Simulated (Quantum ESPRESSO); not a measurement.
Write the native input for Quantum ESPRESSO 7.5 that does the following.

| Item | Value |
| --- | --- |
| Task | projected density of states |
| Functional | PBEsol |
| Potentials or basis | GBRV 1.5 PBEsol |
| Cutoff | 762 eV |
| Density cutoff | 6095 eV |
| k mesh | 9 × 9 × 9 |
| Occupations | fermi-dirac, width 0.05 eV |
| Spin | collinear spin, ferromagnetic start |
| Starting moments | [3.0] μB |
| Mixing beta | 0.3 |
| Most SCF iterations | 120 |
| SCF threshold | 2e-10 Ry |
| Dos occupations | tetrahedra_opt |

The system is Fe.

```xyz
1
Lattice="-1.4430 1.4430 1.4430 1.4430 -1.4430 1.4430 1.4430 1.4430 -1.4430" Properties=species:S:1:pos:R:3 pbc="T T T"
Fe    0.0000    0.0000    0.0000
```

One way to write it, as run:

pw.in

```
&CONTROL
  calculation = 'scf'
  prefix = 'pwscf'
  outdir = './tmp'
  pseudo_dir = './pseudo'
  tprnfor = .true.
  tstress = .true.
  disk_io = 'low'
/
&SYSTEM
  ibrav = 0
  nat = 1
  ntyp = 1
  ecutwfc = 56
  ecutrho = 448
  nbnd = 17
  occupations = 'smearing'
  smearing = 'fd'
  degauss = 0.00367493
  nspin = 2
  starting_magnetization(1) = 0.1875
/
&ELECTRONS
  conv_thr = 2d-10
  electron_maxstep = 120
  mixing_beta = 0.3
/
ATOMIC_SPECIES
Fe    55.8450 fe_pbesol_v1.5.uspp.F.UPF
CELL_PARAMETERS angstrom
  -1.4430000000    1.4430000000    1.4430000000
   1.4430000000   -1.4430000000    1.4430000000
   1.4430000000    1.4430000000   -1.4430000000
ATOMIC_POSITIONS angstrom
Fe     0.0000000000    0.0000000000    0.0000000000
K_POINTS automatic
9 9 9 0 0 0
```

nscf.in

```
&CONTROL
  calculation = 'nscf'
  prefix = 'pwscf'
  outdir = './tmp'
  pseudo_dir = './pseudo'
  disk_io = 'low'
/
&SYSTEM
  ibrav = 0
  nat = 1
  ntyp = 1
  ecutwfc = 56
  ecutrho = 448
  nbnd = 17
  occupations = 'tetrahedra_opt'
  nspin = 2
  starting_magnetization(1) = 0.1875
/
&ELECTRONS
  conv_thr = 1d-08
  electron_maxstep = 120
  mixing_beta = 0.3
  startingwfc = 'random'
/
ATOMIC_SPECIES
Fe    55.8450 fe_pbesol_v1.5.uspp.F.UPF
CELL_PARAMETERS angstrom
  -1.4430000000    1.4430000000    1.4430000000
   1.4430000000   -1.4430000000    1.4430000000
   1.4430000000    1.4430000000   -1.4430000000
ATOMIC_POSITIONS angstrom
Fe     0.0000000000    0.0000000000    0.0000000000
K_POINTS automatic
14 14 14 0 0 0
```

projwfc.in

```
&PROJWFC
  prefix = 'pwscf'
  outdir = './tmp'
  filpdos = 'p'
  Emin = 2
  Emax = 27
  DeltaE = 0.05
/
```

Potentials or basis: GBRV 1.5 PBEsol.

The run is started by

```sh
$ OMP_NUM_THREADS=1 mpirun -n 2 pw.x -nk 2 -in pw.in > pw.out
$ OMP_NUM_THREADS=1 mpirun -n 2 pw.x -nk 2 -in nscf.in > nscf.out
$ OMP_NUM_THREADS=1 mpirun -n 1 projwfc.x -in projwfc.in > projwfc.out
```

It gave:

| Item | Value |
| --- | --- |
| Pressure | -14.2 GPa |
| Band gap on the k mesh | none (metal or under the smearing width) |
| Net moment | 2.46 μB per cell |
| Absolute moment | 2.56 μB per cell |
| Site moments | Fe +2.50 μB |
| Valence electrons inside the program's atomic spheres | Fe 14.43 |

Caveat: the k mesh is coarse.

Wall time 19 s on 2 MPI ranks on Arm Neoverse V2, on a shared host, peak memory 0.14 GiB a rank.
